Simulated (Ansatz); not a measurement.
## Response of HfN to small distortions

```
CELL_PARAMETERS angstrom
0.00000 2.25586 2.25586
2.25586 0.00000 2.25586
2.25586 2.25586 0.00000
ATOMIC_POSITIONS crystal
Hf 0.00000 0.00000 0.00000
N 0.50000 0.50000 0.50000
```

Atoms are numbered in the order listed.

Structure from Materials Project entry mp-2828 (possibly hypothetical), not relaxed further.

Spin polarisation is left out, and whether a magnetic state lies lower isn't shown here.

Spin–orbit coupling is left out, though it moves levels of the heavy atoms by tenths of an eV or more.

Theory: DFT, PBE, all-electron PAW with datasets made for the crystal, scalar-relativistic (Ansatz 0.2.0).

Settings: a Γ-centred 16×16×16 k mesh, Fermi–Dirac smearing of 0.05 eV, cutoff 440 eV (chosen by the program for this cell), no spin polarisation.

The unchanged cell is at 6.69 GPa, so energy changes include a term −P ΔV where the volume moves.

In a metal, stresses and small energies carry noise from the k mesh.

x, y and z are the Cartesian axes of the cell as listed; fractional coordinates follow a strain, and an engineering shear is twice the off-diagonal strain component.

(1) With this change (equal xy, yz and zx engineering shear strains of +4 %), what becomes of the energy and stress?

(2) With this change (z strained by -1 % at fixed volume), what becomes of the energy and stress?

(3) With this change (atom 1 (Hf) moved by (0.1155, 0.1155, 0.1155) Å), what becomes of the energy and stress and forces?

(4) What force constant does this one finite step give for Hf1 along its displacement (all its periodic images move with it)?

Answers

(1) Energy change +22 meV/atom; stress change (xx, yy, zz, yz, xz, xy) 0.51, 0.51, 0.51, -4.99, -4.99, -4.99 GPa, compression positive.

(2) Energy change +3 meV/atom; stress change (xx, yy, zz, yz, xz, xy) -2.54, -2.54, 5.52, 0.00, 0.00, 0.00 GPa, compression positive.

(3) Energy change +118 meV/atom; stress change (xx, yy, zz, yz, xz, xy) 5.20, 5.20, 5.20, -0.64, -0.64, -0.64 GPa, compression positive; change of the force on Hf1 (-1.353, -1.353, -1.353) eV/Å.

(4) k = −ΔF·u/|u|² = 11.71 eV/Å², so the force pulls the atom back.
